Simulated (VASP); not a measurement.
# CaS (Fm-3m) in VASP: band structure with PBE

Aim: the band structure of CaS with PBE.

Everything below comes from runs of VASP 6.6.1. Logs are shortened: lines on timing, memory, paths and dates and some standing lists are left out, and cuts for length are marked.

### 1 The crystal as given

Symmetry: Fm-3m, No. 225, cubic system. Conventional cell: a = 5.718 Å, b = 5.718 Å, c = 5.718 Å, α = 90.00°, β = 90.00°, γ = 90.00°. Ca (site symmetry m-3m) is surrounded by 6 S at 2.86 Å. S (site symmetry m-3m) has 6 Ca at 2.86 Å as nearest neighbours.

The cell was built by a generator and needn't be a form met in nature.

### 2 Band structure, PBE

File INCAR:

```
ALGO = Fast
EDIFF = 1E-6
ENCUT = 700
GGA = PE
ISIF = 2
ISMEAR = 0
LASPH = T
LCHARG = F
LREAL = F
LWAVE = F
NBANDS = 15
NELM = 60
PREC = Accurate
SIGMA = 0.02
```

File KPOINTS:

```
k-points
0
Gamma
  8 8 8
```

File POSCAR:

```
CaS                                     
1.0
   -0.0000000000      2.8591058726      2.8591058726
    2.8591058726      0.0000000000      2.8591058726
    2.8591058726      2.8591058726     -0.0000000000
  Ca              S             
     1     1
Direct
     0.0000000000000000    0.0000000000000000    0.0000000000000000
     0.5000000000000000    0.5000000000000000    0.5000000000000000
```

File KPOINTS_OPT:

```
path GXWKGLUWLK,UX
20
line-mode
reciprocal
 0.0000000000  0.0000000000  0.0000000000  G
 0.5000000000  0.0000000000  0.5000000000  X

 0.5000000000  0.0000000000  0.5000000000  X
 0.5000000000  0.2500000000  0.7500000000  W

 0.5000000000  0.2500000000  0.7500000000  W
 0.3750000000  0.3750000000  0.7500000000  K

 0.3750000000  0.3750000000  0.7500000000  K
 0.0000000000  0.0000000000  0.0000000000  G

 0.0000000000  0.0000000000  0.0000000000  G
 0.5000000000  0.5000000000  0.5000000000  L

 0.5000000000  0.5000000000  0.5000000000  L
 0.6250000000  0.2500000000  0.6250000000  U

 0.6250000000  0.2500000000  0.6250000000  U
 0.5000000000  0.2500000000  0.7500000000  W

 0.5000000000  0.2500000000  0.7500000000  W
 0.5000000000  0.5000000000  0.5000000000  L

 0.5000000000  0.5000000000  0.5000000000  L
 0.3750000000  0.3750000000  0.7500000000  K

 0.6250000000  0.2500000000  0.6250000000  U
 0.5000000000  0.0000000000  0.5000000000  X
```

Potentials or basis: VASP PAW PBE potentials, release 64 (Ca_sv, S).

Run with:

```
$ cat potpaw_PBE.64/Ca_sv/POTCAR potpaw_PBE.64/S/POTCAR > POTCAR
$ mpirun -np 1 vasp_std > vasp.out
```

OUTCAR:

```text
EDIFF = 1E-6
   ENCUT = 700
   GGA = PE
   ISIF = 2
   ISMEAR = 0
   LASPH = T
   LREAL = F
   NELM = 60
   PREC = Accurate

 ion  position               nearest neighbor table
   1  0.000  0.000  0.000-   2 2.86   2 2.86   2 2.86   2 2.86   2 2.86   2 2.86
   2  0.500  0.500  0.500-   1 2.86   1 2.86   1 2.86   1 2.86   1 2.86   1 2.86

  LATTYP: Found a face centered cubic cell.
 ALAT       =     5.7182117452

  Lattice vectors:

 A1 = (   0.0000000000,   2.8591058726,   2.8591058726)
 A2 = (   2.8591058726,   0.0000000000,   2.8591058726)
 A3 = (   2.8591058726,   2.8591058726,   0.0000000000)

Analysis of symmetry for initial positions (statically):
=====================================================================
 Subroutine PRICEL returns:
 Original cell was already a primitive cell.

 Routine SETGRP: Setting up the symmetry group for a
 face centered cubic supercell.

 Subroutine GETGRP returns: Found 48 space group operations
 (whereof 48 operations were pure point group operations)
 out of a pool of 48 trial point group operations.

The static configuration has the point symmetry O_h .

Analysis of symmetry for dynamics (positions and initial velocities):
=====================================================================
 Subroutine PRICEL returns:
 Original cell was already a primitive cell.

 Routine SETGRP: Setting up the symmetry group for a
 face centered cubic supercell.

 Subroutine GETGRP returns: Found 48 space group operations
 (whereof 48 operations were pure point group operations)
 out of a pool of 48 trial point group operations.

The dynamic configuration has the point symmetry O_h .

 Subroutine INISYM returns: Found 48 space group operations
 (whereof 48 operations are pure point group operations),
 and found     1 'primitive' translations

----------------------------------------------------------------------------------------

                                     Primitive cell

  volume of cell :      46.7434

  direct lattice vectors                    reciprocal lattice vectors
     0.000000000  2.859105873  2.859105873    -0.174879848  0.174879848  0.174879848
     2.859105873  0.000000000  2.859105873     0.174879848 -0.174879848  0.174879848
     2.859105873  2.859105873  0.000000000     0.174879848  0.174879848 -0.174879848

  length of vectors
     4.043386301  4.043386301  4.043386301     0.302900782  0.302900782  0.302900782

  position of ions in fractional coordinates (direct lattice)
     0.000000000  0.000000000  0.000000000
     0.500000000  0.500000000  0.500000000

  ion indices of the primitive-cell ions
   primitive index   ion index
                 1           1
                 2           2

----------------------------------------------------------------------------------------

 KPOINTS: k-points

Automatic generation of k-mesh.
 Grid dimensions read from file:
 generate k-points for:    8    8    8

 Generating k-lattice:

  Cartesian coordinates                     Fractional coordinates (reciprocal lattice)
    -0.021859981  0.021859981  0.021859981     0.125000000  0.000000000  0.000000000
     0.021859981 -0.021859981  0.021859981     0.000000000  0.125000000  0.000000000
     0.021859981  0.021859981 -0.021859981     0.000000000  0.000000000  0.125000000

  Length of vectors
     0.037862598  0.037862598  0.037862598

  Shift w.r.t. Gamma in fractional coordinates (k-lattice)
     0.000000000  0.000000000  0.000000000

 Subroutine IBZKPT returns following result:
 ===========================================

 Found     29 irreducible k-points:

 Following reciprocal coordinates:
            Coordinates               Weight
  0.000000  0.000000  0.000000      1.000000
  0.125000  0.000000  0.000000      8.000000
  0.250000  0.000000  0.000000      8.000000
  0.375000  0.000000  0.000000      8.000000
  0.500000  0.000000  0.000000      4.000000
  0.125000  0.125000  0.000000      6.000000
[... 16 lines left out ...]
  0.500000  0.250000  0.125000     48.000000
 -0.375000  0.250000  0.125000     24.000000
 [... further k-points ...]
   k-points           NKPTS =     29   k-points in BZ     NKDIM =     29   number of bands    NBANDS=     15
   number of dos      NEDOS =    301   number of ions     NIONS =      2
   total plane-waves  NPLWV =  46656
   dimension x,y,z NGX =    36 NGY =   36 NGZ =   36
   dimension x,y,z NGXF=    72 NGYF=   72 NGZF=   72
   ions per type =               1   1
   NGX,Y,Z   is equivalent  to a cutoff of  14.80, 14.80, 14.80 a.u.
   NGXF,Y,Z  is equivalent  to a cutoff of  29.60, 29.60, 29.60 a.u.
 SYSTEM =  unknown system
   PREC   = accura    normal or accurate (medium, high low for compatibility)
   ISTART =      0    job   : 0-new  1-cont  2-samecut
   ICHARG =      2    charge: 1-file 2-atom 10-const
   ISPIN  =      1    spin polarized calculation?
   LNONCOLLINEAR =      F non collinear calculations
   LSORBIT =      F    spin-orbit coupling
   LASPH  =      T    aspherical Exc in radial PAW
   ENCUT  =  700.0 eV  51.45 Ry    7.17 a.u.   8.72  8.72  8.72*2*pi/ulx,y,z
   NELM   =     60;   NELMIN=  2; NELMDL= -5     # of ELM steps
   EDIFF  = 0.1E-05   stopping-criterion for ELM
   LREAL  =      F    real-space projection
   EDIFFG = 0.1E-04   stopping-criterion for IOM
   NSW    =      0    number of steps for IOM
   IBRION =     -1    ionic relax: 0-MD 1-quasi-New 2-CG
   NFREE  =      0    steps in history (QN), initial steepest desc. (CG)
   ISIF   =      2    stress and relaxation
   ISYM   =      2    0-nonsym 1-usesym 2-fastsym
   POTIM  = 0.5000    time-step for ionic-motion
   TEBEG  =    0.0;   TEEND  =   0.0 temperature during run
   PSTRESS=    0.0 pullay stress
   NELECT =      16.0000    total number of electrons
   NUPDOWN=      -1.0000    fix difference up-down
   EMIN   =  10.00;   EMAX   =-10.00  energy-range for DOS
   EFERMI =   0.00;   METHOD = LEGACY
   ISMEAR =     0;   SIGMA  =   0.02  broadening in eV -4-tet -1-fermi 0-gaus
   EFERMI_NEDOS =   21; number of points for ismear=-14 and -15
   IALGO  =     68    algorithm
   IMIX   =      4    mixing-type and parameters
     AMIX     =   0.40;   BMIX     =  1.00
     AMIX_MAG =   1.60;   BMIX_MAG =  1.00
  volume/ion in A,a.u.               =      23.37       157.72
  Fermi-wavevector in a.u.,A,eV,Ry     =   1.145182  2.164081 17.843255  1.311442
  Thomas-Fermi vector in A             =   2.281872
   LORBIT       =      0    0 simple, 1 ext, 2 COOP (PROOUT), +10 PAW based schemes
   GGA     = PE    functional components
   LHFCALC =     F    Hartree Fock is set to
   AEXX    =    0.0000 exact exchange contribution
   IVDW    =     0    specifies the selected vdW correction
   LEPSILON=     F    determine dielectric tensor
   LRPA    =     F    only Hartree local field effects (RPA)
 non-spin polarized calculation
 RMM-DIIS sequential band-by-band and
 Gauss-broadening in eV      SIGMA  =   0.02
  energy-cutoff  :      700.00
  volume of cell :       46.74
 maximum number of plane-waves:      1989
   NGX = 17   NGY = 17   NGZ = 17

 number of electron      16.0000000 magnetization

 Free energy of the ion-electron system (eV)
  ---------------------------------------------------
  ext. energy  EPLUGINS =         0.00000000
  ---------------------------------------------------
  free energy    TOTEN  =       -10.36567412 eV

  energy without entropy =      -10.36567412  energy(sigma->0) =      -10.36567412

 E-fermi :   2.8409     XC(G=0):  -9.2626

 val. band max:        2.6424122968   @ k =   0.0000   0.0000   0.0000
 cond. band min:       5.0261593994   @ k =   0.5000   0.5000   0.0000
 fundamental gap:      2.3837471025
 Fermi energy:         2.8409339000

 k-point     1 :       0.0000    0.0000    0.0000
  band No.  band energies     occupation
      1     -36.5988      2.00000
      2     -17.5775      2.00000
      3     -17.5775      2.00000
      4     -17.5775      2.00000
      5      -8.6431      2.00000
      6       2.6424      2.00000
      7       2.6424      2.00000
      8       2.6424      2.00000
      9       6.7144      0.00000
     10       6.8076      0.00000
     11       6.8076      0.00000
     12       6.8076      0.00000
     13       7.3904      0.00000
     14       7.3904      0.00000
     15      13.4794      0.00000

 k-point     2 :       0.1250    0.0000    0.0000
  band No.  band energies     occupation
      1     -36.5973      2.00000
      2     -17.6013      2.00000
      3     -17.5794      2.00000
      4     -17.5794      2.00000
      5      -8.5387      2.00000
      6       1.9901      2.00000
      7       2.4229      2.00000
      8       2.4229      2.00000
      9       6.7890      0.00000
     10       7.0323      0.00000
     11       7.0323      0.00000
     12       7.4923      0.00000
     13       7.7896      0.00000
     14       7.7896      0.00000
     15      13.5868      0.00000

 k-point     3 :       0.2500    0.0000    0.0000
  band No.  band energies     occupation
      1     -36.5935      2.00000
      2     -17.6577      2.00000
      3     -17.5839      2.00000
      4     -17.5839      2.00000
      5      -8.2737      2.00000
      6       0.8421      2.00000
      7       1.9892      2.00000
      8       1.9892      2.00000
      9       6.9156      0.00000
     10       7.6018      0.00000
     11       7.6018      0.00000
     12       8.7846      0.00000
     13       8.7846      0.00000
     14       8.8226      0.00000
     15      12.9363      0.00000
[... 343 lines left out ...]
 k-point    23 :       0.5000    0.2500    0.1250
  band No.  band energies     occupation
      1     -36.5877      2.00000
      2     -17.6942      2.00000
      3     -17.6216      2.00000
      4     -17.5980      2.00000
      5      -7.9664      2.00000
      6       0.1786      2.00000
      7       1.3577      2.00000
      8       1.5850      2.00000
      9       6.9500      0.00000
     10       8.4605      0.00000
     11       8.7519      0.00000
     12       8.8774      0.00000
     13       9.5087      0.00000
     14      10.9668      0.00000
     15      11.3897      0.00000

 k-point    24 :      -0.3750    0.2500    0.1250
  band No.  band energies     occupation
      1     -36.5865      2.00000
      2     -17.7061      2.00000
      3     -17.6246      2.00000
      4     -17.6025      2.00000
      5      -7.8896      2.00000
      6       0.0495      2.00000
      7       1.1710      2.00000
      8       1.4975      2.00000
      9       7.6061      0.00000
     10       7.9242      0.00000
     11       9.0379      0.00000
     12       9.3408      0.00000
     13       9.6265      0.00000
     14      10.5906      0.00000
     15      11.8475      0.00000

 [... further k-points ...]

------------------------ aborting loop because EDIFF is reached ----------------------------------------

  FORCE on cell =-STRESS in cart. coord.  units (eV):
  Direction    XX          YY          ZZ          XY          YZ          ZX
  --------------------------------------------------------------------------------------
  -------------------------------------------------------------------------------------
  Total       -0.0054814     -0.0054814     -0.0054814      0.0000000      0.0000000      0.0000000
  in kB       -0.1878807     -0.1878807     -0.1878807      0.0000000      0.0000000      0.0000000
  external PRESSURE =      -0.1878807 kB  Pullay stress =       0.0000000 kB

 VOLUME and BASIS-vectors are now :
 -----------------------------------------------------------------------------
  energy-cutoff  :      700.00
  volume of cell :       46.74
      direct lattice vectors                 reciprocal lattice vectors
     0.000000000  2.859105873  2.859105873    -0.174879848  0.174879848  0.174879848
     2.859105873  0.000000000  2.859105873     0.174879848 -0.174879848  0.174879848
     2.859105873  2.859105873  0.000000000     0.174879848  0.174879848 -0.174879848

 POSITION                                       TOTAL-FORCE (eV/Angst)
 -----------------------------------------------------------------------------------
      0.00000      0.00000      0.00000         0.000000     -0.000000      0.000000
      2.85911      2.85911      2.85911         0.000000      0.000000     -0.000000
 -----------------------------------------------------------------------------------
    total drift:                                0.000000      0.000000      0.000000

  FREE ENERGIE OF THE ION-ELECTRON SYSTEM (eV)
  ---------------------------------------------------
  free  energy   TOTEN  =       -10.3656741183 eV

  energy  without entropy=      -10.3656741183  energy(sigma->0) =      -10.36567412
```

It took 59 s on 1 thread of Intel Xeon 6975P-C (Granite Rapids), shared host; peak memory 0.23 GiB.

What came out:

```yaml
Free_energy: -10.3657 eV
Pressure: 0.0 GPa
Band_gap_on_the_k_mesh: 2.38 eV, indirect (least direct gap 3.18 eV)
Band_gap_along_the_path: 2.38 eV, indirect (least direct gap 3.18 eV)
```

Levels at the corners of the path, in eV from the valence-band top:
```csv
point,band 5,band 6,band 7,band 8,band 9,band 10,band 11,band 12
Γ,-11.29,0.00,0.00,0.00,4.07,4.17,4.17,4.17
X,-10.67,-2.25,-0.80,-0.80,2.38,5.58,5.96,6.72
X,-10.67,-2.25,-0.80,-0.80,2.38,5.58,5.96,6.72
W,-10.56,-1.76,-1.76,-1.52,4.81,4.81,5.96,6.37
W,-10.56,-1.76,-1.76,-1.52,4.81,4.81,5.96,6.37
K,-10.58,-2.01,-1.84,-1.01,3.68,6.26,6.37,6.39
K,-10.58,-2.01,-1.84,-1.01,3.68,6.26,6.37,6.39
Γ,-11.29,0.00,0.00,0.00,4.07,4.17,4.17,4.17
Γ,-11.29,0.00,0.00,0.00,4.07,4.17,4.17,4.17
L,-10.50,-3.05,-1.13,-1.13,5.20,6.02,6.16,6.16
L,-10.50,-3.05,-1.13,-1.13,5.20,6.02,6.16,6.16
U,-10.58,-2.01,-1.84,-1.01,3.68,6.26,6.37,6.39
U,-10.58,-2.01,-1.84,-1.01,3.68,6.26,6.37,6.39
W,-10.56,-1.76,-1.76,-1.52,4.81,4.81,5.96,6.37
W,-10.56,-1.76,-1.76,-1.52,4.81,4.81,5.96,6.37
L,-10.50,-3.05,-1.13,-1.13,5.20,6.02,6.16,6.16
L,-10.50,-3.05,-1.13,-1.13,5.20,6.02,6.16,6.16
K,-10.58,-2.01,-1.84,-1.01,3.68,6.26,6.37,6.39
U,-10.58,-2.01,-1.84,-1.01,3.68,6.26,6.37,6.39
X,-10.67,-2.25,-0.80,-0.80,2.38,5.58,5.96,6.72
```
